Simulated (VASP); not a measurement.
# CdSe (Cadmoselite): relaxation of shape and atoms at fixed volume with PBE

The system is CdSe (Cadmoselite).

```
Cd Se
1.0
     4.41900    0.00000    0.00000
    -2.20950    3.82697    0.00000
     0.00000    0.00000    7.21203
Cd Se
2 2
Direct
  0.33333 0.66667 0.00458
  0.66667 0.33333 0.50458
  0.33333 0.66667 0.38042
  0.66667 0.33333 0.88042
```

The cell isn't the ideal one: a relaxed cell with its volume scaled by 1.02.

```
Program                : VASP 6.6.1
Task                   : relaxation of shape and atoms at fixed volume
Functional             : PBE
Potentials or basis    : VASP PAW PBE potentials, release 64 (Cd, Se)
Cutoff                 : 600 eV
k mesh                 : 9 × 9 × 4
Occupations            : gaussian, width 0.03 eV
Spin                   : no spin polarisation
Further INCAR settings : ALGO = Normal; EDIFF = 1e-07; IBRION = 2; EDIFFG = -0.01; NSW = 40; ISIF = 4
```

```yaml
Pressure_after_relaxing: -0.8 GPa
Band_gap_on_the_k_mesh: 0.49 eV, direct
```

Final structure:
```
CELL_PARAMETERS angstrom
4.41900 0.00000 0.00000
-2.20950 3.82697 0.00000
0.00000 0.00000 7.21203
ATOMIC_POSITIONS crystal
Cd 0.33333 0.66667 0.00458
Cd 0.66667 0.33333 0.50458
Se 0.33333 0.66667 0.38042
Se 0.66667 0.33333 0.88042
```

Levels at points of the mesh, in eV from the valence-band top:
```
           k point  band 14  band 15  band 16  band 17  band 18  band 19  band 20  band 21  band 22
(0.00, 0.00, 0.00)    -0.66    -0.66    -0.04     0.00     0.00     0.49     2.11     5.85     5.85
(0.00, 0.00, 0.50)    -2.47    -0.34    -0.34    -0.34    -0.34     2.21     2.21     5.72     5.72
```

Run time: 79 s on 1 thread of Intel(R) Xeon(R) Platinum 8488C (Sapphire Rapids) (shared host), peak memory 0.32 GiB.

Caveat: the relaxation stopped at its first step, so nothing moved.
